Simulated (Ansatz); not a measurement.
Worked example: C2H3BrO + SiH(CH3)2Br → C3H6O + SiH(CH3)Br2

Species: C2H3BrO (acetyl bromide) `CC(=O)Br`, singlet; SiH(CH3)2Br, singlet; C3H6O (acetone) `CC(C)=O`, singlet; SiH(CH3)Br2, singlet. The partners trade Br for CH3: C–Br and Si–CH3 bonds give way to C–CH3 and Si–Br.

Shapes, held fixed at every level: PBE0-D4/def2-TZVP. Programs: Ansatz 0.2.0. The zero-point and thermal change to 298 K, harmonic and unscaled (PBE0-D4/def2-TZVP), is +3.8 kJ/mol.

At CCSD(T)/def2-TZVPP; 1 Eh = 2625.50 kJ/mol:

| species | energy (Eh) |
| --- | --- |
| C2H3BrO | -2725.716413 |
| SiH(CH3)2Br | -2942.113401 |
| C3H6O | -192.841302 |
| SiH(CH3)Br2 | -5475.018723 |

Problem. Work out ΔH(298 K) of the reaction at this level.

Solution. 
1. Products less reactants: (-192.841302) + (-5475.018723) − [(-2725.716413) + (-2942.113401)] = -0.030211 Eh = -79.3 kJ/mol.
2. With the thermal change: -79.3 + (+3.8) = -75.5 kJ/mol.

Other levels give -87.7 (CCSD/def2-SVP) to -61.2 kJ/mol (PBE-D4/def2-TZVPP). No measured value is set beside it here. Relativity is left out for Br. Outer-core shells of Br are correlated in most correlated rows, in sets that cover them unevenly.
